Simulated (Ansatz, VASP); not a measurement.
SiC (Moissanite 3C) in VASP and in Ansatz

File INCAR:

```
SYSTEM = SiC
PREC = Accurate
ENCUT = 520
EDIFF = 1E-7
ISMEAR = 0
SIGMA = 0.05
LREAL = .FALSE.
LASPH = .TRUE.
NELM = 80
ALGO = Normal
ISIF = 2
LWAVE = .FALSE.
LCHARG = .FALSE.
GGA = PS
NBANDS = 11
```

Contents of KPOINTS:

```
Automatic mesh
0
G
  18 18 18
  0 0 0
```

Contents of POSCAR:

```
SiC
1.0
    0.0000000000      2.0222525602      2.0222525602
    2.0222525602      0.0000000000      2.0222525602
    2.0222525602      2.0222525602      0.0000000000
Si C
1 1
Direct
    0.0000000000      0.0000000000      0.0000000000
    0.2500000000      0.2500000000      0.2500000000
```

Input for Ansatz:

```yaml
crystal:
  lattice:
    - [0.0, 2.0222525602, 2.0222525602]
    - [2.0222525602, 0.0, 2.0222525602]
    - [2.0222525602, 2.0222525602, 0.0]
  atoms:
    - { symbol: Si, position: [0.0, 0.0, 0.0] }
    - { symbol: C, position: [0.25, 0.25, 0.25] }
basis:
  ecutwfc: 420
  ecutrho_ratio: 4
kpoints:
  mp_grid: { grid: [18, 18, 18] }
hamiltonian:
  xc: pbesol
scf:
  occupations: { method: gaussian, width: 0.05 }
output:
  forces: true
  stress: true
  eigenvalues: true
```

Alike in both runs: task single point; functional PBEsol; k mesh 18 × 18 × 18; occupations gaussian, width 0.05 eV; no spin polarisation.

```csv
,VASP,Ansatz
version,VASP 6.6.1,Ansatz 0.2.0
potentials or method,"VASP PAW PBE potentials, release 64 (Si, C)","scalar-relativistic, plane waves, PAW"
plane-wave cutoff (eV),520,420
valence electrons in the cell,8,8
```

|  | VASP | Ansatz | Ansatz less VASP |
| --- | --- | --- | --- |
| gap on the k mesh at the Fermi level (eV) | 1.00 | 1.01 | +0.014 |
| least direct gap on the mesh (eV) | 4.63 | 4.65 | +0.018 |

 Expect the measured gap to be larger: semilocal functionals such as PBEsol lack the derivative discontinuity. A k mesh can miss the band edges.
